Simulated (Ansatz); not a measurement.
**Tl (simple hexagonal type): a relaxation**

Aim: a sound relaxation of Tl (simple hexagonal type).

Method: DFT, PBE, PAW with Ansatz's default frozen-core files, scalar-relativistic, in Ansatz 0.2.0.

## Step 1: Starting point

It takes space group P6/mmm (No. 191, hexagonal). The conventional cell has a = 2.716 Å, b = 2.716 Å, c = 2.583 Å, α = 90.00°, β = 90.00°, γ = 120.00°. Around Tl (site symmetry 6/mmm) lie 8 Tl at 2.58 to 2.72 Å.

The input asks for a charge of +4 e on the cell.

As a file:

```
CELL_PARAMETERS angstrom
2.71649 0.00000 0.00000
-1.35824 2.35255 0.00000
0.00000 0.00000 2.58324
ATOMIC_POSITIONS crystal
Tl 0.00000 0.00000 0.00000
```

## Step 2: The run

Input file input.yaml:

```yaml
crystal:
  lattice:
    - [2.7164854273, 0.0, 0.0]
    - [-1.3582427137, 2.3525453891, 0.0]
    - [0.0, 0.0, 2.5832419656]
  atoms:
    - { symbol: Tl, position: [0.0, 0.0, 0.0] }
kpoints:
  mp_grid: { grid: [14, 14, 13] }
scf:
  occupations: { method: fermi_dirac, width: 0.1 }
  max_iter: 80
hamiltonian:
  xc: pbe
  pseudopotentials: { kind: paw }
output:
  forces: true
  stress: true
relax:
  f_tol: 0.005
  max_steps: 30
  cell: { stress_tol: 0.53, fix: [volume] }
total_charge: 4
```

Launch:

```
> ansatz run input.yaml --threads 1 --pin off --max-ram 2048MiB --backend cpu --events-out ev --progress --plain --runs-dir out
```

**Question.** How will this run end, and is anything wrong with its input?

The run converged and reported no error. It gives a pressure of 255 GPa, which is large; a structure far from rest gives such values too, whatever the setting.

Look at the input: total_charge is 4. The net charge is not the one intended, so the run treats another number of electrons.

Run again and compare: delete total_charge (the default then holds).
